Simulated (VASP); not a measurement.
Write the native input for VASP 6.6.1 that does the following.

```yaml
Task: single point
Functional: RPBE
Potentials_or_basis: VASP PAW PBE potentials, release 64 (Er_3), 4f in core
Cutoff: 600 eV
k_mesh: 9 × 9 × 9
Occupations: gaussian, width 0.1 eV
Spin: collinear spin, ferromagnetic start
Starting_moments: "[3.0] μB"
Further_INCAR_settings: ALGO = Normal; EDIFF = 1e-06
```

The structure of Er lies in POSCAR:

```
Er
3.4259
   -0.577348567530      0.577348567530      0.577348567530
    0.577348567530     -0.577348567530      0.577348567530
    0.577348567530      0.577348567530     -0.577348567530
Er
1
Direct
    0.0000000000      0.0000000000      0.0000000000
```

This isn't the form of Er at room conditions, which is hcp.

The input as run:

INCAR

```
PREC = Accurate ; ENCUT = 600
EDIFF = 1E-6 ; ISMEAR = 0
SIGMA = 0.1 ; LREAL = F
LASPH = T ; NELM = 120
ALGO = Normal ; ISIF = 2
LWAVE = F ; LCHARG = F
ISPIN = 2 ; MAGMOM = 3
LORBIT = 11 ; LMAXMIX = 6
GGA = RP
```

KPOINTS

```
Automatic mesh
0
Gamma
  9 9 9
```

Potentials or basis: VASP PAW PBE potentials, release 64 (Er_3), 4f in core.

Launch:

```console
$ cat potpaw_PBE.64/Er_3/POTCAR > POTCAR
$ mpirun -np 1 vasp_std > vasp.out
```

It gave:

* Pressure: 2.0 GPa
* Band gap on the k mesh: none (metal or under the smearing width)
* Net moment: -0.03 μB per cell
* Site moments: Er -0.02 μB
* Valence electrons inside the program's atomic spheres: Er 8.06

Caveat: the magnetic or orbital state may not be the lowest; the PAW data sets were made with another functional, which shifts forces and pressure a little; spin-orbit coupling is left out, which moves the levels of the heavy elements; the 4f electrons are frozen in the core as for a trivalent ion, so they carry no moment and show no levels.

It took 41 s on 1 thread of Intel(R) Xeon(R) Platinum 8488C (Sapphire Rapids), on a shared host, peak memory 0.19 GiB.
